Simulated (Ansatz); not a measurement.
Space group P6_3/mmc (No. 194). a = 2.702 Å, b = 2.702 Å, c = 4.266 Å, α = 90.00°, β = 90.00°, γ = 120.00°
```csv
atom,site,symmetry,x,y,z
Ru,2c,-6m2,0.3333,0.6667,0.2500
```

Equation of state of this Ru structure (not necessarily the ground state), with shape and atoms relaxed at each volume where symmetry leaves them free. It has no gap at any of these volumes. Theory: DFT r2SCAN, scalar-relativistic, plane waves, PAW (Ansatz 0.2.0).

Plane waves to 500 eV, a k mesh through Γ of 18×18×10 on the computed 2-atom cell and Gaussian smearing (0.10 eV); no spin polarisation.

```json
{"V (Å³/atom)": "11.871", "E − E(largest V) (meV/atom)": "143.16", "P (GPa)": "58.54"}
{"V (Å³/atom)": "12.276", "E − E(largest V) (meV/atom)": "19.60", "P (GPa)": "39.91"}
{"V (Å³/atom)": "12.680", "E − E(largest V) (meV/atom)": "-60.75", "P (GPa)": "24.24"}
{"V (Å³/atom)": "13.085", "E − E(largest V) (meV/atom)": "-104.76", "P (GPa)": "11.07"}
{"V (Å³/atom)": "13.490", "E − E(largest V) (meV/atom)": "-118.24", "P (GPa)": "0.00"}
{"V (Å³/atom)": "13.894", "E − E(largest V) (meV/atom)": "-106.07", "P (GPa)": "-9.29"}
{"V (Å³/atom)": "14.299", "E − E(largest V) (meV/atom)": "-72.39", "P (GPa)": "-17.07"}
{"V (Å³/atom)": "14.839", "E − E(largest V) (meV/atom)": "0.00", "P (GPa)": "-25.50"}
```

**Question.** Fit a third-order Birch–Murnaghan equation to E(V).

**Answer.** V0 = 13.49 Å³/atom, B0 = 337 GPa, B0' = 4.8.